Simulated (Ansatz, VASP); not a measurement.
# ZnS in VASP and in Ansatz

Contents of POSCAR:

```
ZnS
1.0
    0.0000000000      2.7020000000      2.7020000000
    2.7020000000      0.0000000000      2.7020000000
    2.7020000000      2.7020000000      0.0000000000
Zn S
1 1
Direct
    0.2500000000      0.2500000000      0.2500000000
    0.0000000000      0.0000000000      0.0000000000
```

Contents of INCAR.step1:

```
PREC = Accurate
ENCUT = 600
ISMEAR = 0
SIGMA = 0.02
LREAL = False
LASPH = True
NELM = 100
GGA = PE
ALGO = Normal
EDIFF = 1E-4
LWAVE = True
LCHARG = False
```

File INCAR.step2:

```
PREC = Accurate
ENCUT = 600
EDIFF = 1E-7
ISMEAR = 0
SIGMA = 0.02
LREAL = False
LASPH = True
NELM = 100
ALGO = Normal
ISIF = 3
LWAVE = False
LCHARG = False
METAGGA = R2SCAN
LMIXTAU = True
IBRION = 2
NSW = 100
EDIFFG = -0.005
ISTART = 1
```

KPOINTS

```
Automatic mesh
0
Gamma
  8 8 8
```

Input for Ansatz:

```yaml
crystal:
  lattice:
    - [0.0, 2.702, 2.702]
    - [2.702, 0.0, 2.702]
    - [2.702, 2.702, 0.0]
  atoms:
    - { symbol: Zn, position: [0.25, 0.25, 0.25] }
    - { symbol: S, position: [0.0, 0.0, 0.0] }
basis:
  ecutwfc: 500
kpoints:
  mp_grid: { grid: [8, 8, 8] }
hamiltonian:
  xc: r2scan
scf:
  occupations: { method: gaussian, width: 0.02 }
output:
  forces: true
  stress: true
  eigenvalues: true
  write_density: true
  write_potential: true
  elf: true
  volumetric_format: npy
relax:
  adjacent_minimum: "off"
  f_tol: 0.005
  max_steps: 80
  cell: { stress_tol: 0.05 }
```

Alike in both runs: task relaxation of cell and atoms; functional r2SCAN; k mesh 8 × 8 × 8; occupations gaussian, width 0.02 eV; no spin polarisation.

```csv
,VASP,Ansatz
version,VASP 6.6.1,Ansatz 0.2.0
potentials or method,"VASP PAW PBE potentials, release 64 (Zn, S)","scalar-relativistic, plane waves, PAW"
plane-wave cutoff (eV),600,500
valence electrons in the cell,18,18
```

|  | VASP | Ansatz | Ansatz less VASP |
| --- | --- | --- | --- |
| gap on the k mesh at the Fermi level, each at its own relaxed structure (eV) | 2.71 | 2.70 | -0.010 |
| relaxed volume (Å³/atom) | 19.57 | 19.56 | -0.004 |
| relaxed cell length with the largest relative difference (Å) | 3.811 | 3.811 | -0.0003 |

Caveats: the PAW data sets were made with another functional, which shifts forces and pressure a little (VASP). r2SCAN opens gaps a little over a GGA but as a rule still falls short of measured ones.
